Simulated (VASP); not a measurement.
Ge:

```
Ge
1.0
     5.93000    0.00000    0.00000
     0.00000    5.93000    0.00000
     0.00000    0.00000    6.98000
Ge
12
Direct
  0.07500 0.07500 0.00000
  0.42500 0.57500 0.75000
  0.92500 0.92500 0.50000
  0.57500 0.42500 0.25000
  0.16670 0.37500 0.25000
  0.12500 0.66670 0.00000
  0.83330 0.62500 0.75000
  0.87500 0.33330 0.50000
  0.66670 0.12500 0.00000
  0.62500 0.83330 0.25000
  0.33330 0.87500 0.50000
  0.37500 0.16670 0.75000
```

This isn't the form of Ge at room conditions, which is diamond.

| Property | Result |
| --- | --- |
| Program | VASP 6.6.1 |
| Task | relaxation of cell and atoms |
| Functional | PBEsol |
| Potentials or basis | VASP PAW PBE potentials, release 64 (Ge_d) |
| Cutoff | 600 eV |
| k mesh | 6 × 6 × 4 |
| Occupations | gaussian, width 0.03 eV |
| Spin | no spin polarisation |

At the start: pressure 0.5 GPa; volume 20.45 Å³/atom.

Q: How do energy, volume and symmetry change on relaxing?

A: Over 25 steps the energy falls by 16.1 meV/atom and the volume is 20.39 Å³/atom (-0.3 %); space group P4_32_12 (No. 96, to 0.05 Å).

The path:
```
step  energy change (eV)  largest force (eV/Å)  pressure (GPa)  volume (Å³)
   1              0.0000                0.8759            0.49       245.45
   2             -0.1270                0.2015           -0.24       247.66
   3             -0.1297                0.2212           -0.35       248.03
   4             -0.1622                0.1338            0.19       246.80
   5             -0.1694                0.1052            0.33       246.05
   6             -0.1698                0.1035            0.31       245.83
   7             -0.1748                0.0588           -0.09       247.34
   8             -0.1749                0.0677           -0.16       247.61
   9             -0.1790                0.0451           -0.35       247.44
  10             -0.1867                0.0637           -0.24       246.93
  11             -0.1807                0.1870           -0.39       245.87
  12             -0.1879                0.0791           -0.33       246.63
  13             -0.1901                0.0648           -0.18       246.12
  14             -0.1918                0.0510           -0.18       245.61
  15             -0.1933                0.0234            0.04       244.57
  16             -0.1933                0.0167            0.10       244.30
  17             -0.1936                0.0067            0.08       244.50
  18             -0.1937                0.0053            0.09       244.58
  19             -0.1938                0.0126            0.01       244.74
  20             -0.1938                0.0091            0.13       244.72
  21             -0.1938                0.0118           -0.05       244.73
  22             -0.1938                0.0036            0.07       244.61
  23             -0.1938                0.0111            0.07       244.68
  24             -0.1938                0.0105           -0.02       244.69
  25             -0.1938                0.0073            0.05       244.68
```

Final structure:
```
Ge
1.0
     5.92460    0.00000    0.00000
     0.00000    5.92460    0.00000
     0.00000    0.00000    6.97086
Ge
12
Direct
  0.08864 0.08864 0.00000
  0.41136 0.58864 0.75000
  0.91136 0.91136 0.50000
  0.58864 0.41136 0.25000
  0.17180 0.36986 0.25638
  0.13014 0.67180 0.00638
  0.82820 0.63014 0.75638
  0.86986 0.32820 0.50638
  0.67180 0.13014 0.99362
  0.63014 0.82820 0.24362
  0.32820 0.86986 0.49362
  0.36986 0.17180 0.74362
```

Caveat: the PAW data sets were made with another functional, which shifts forces and pressure a little.
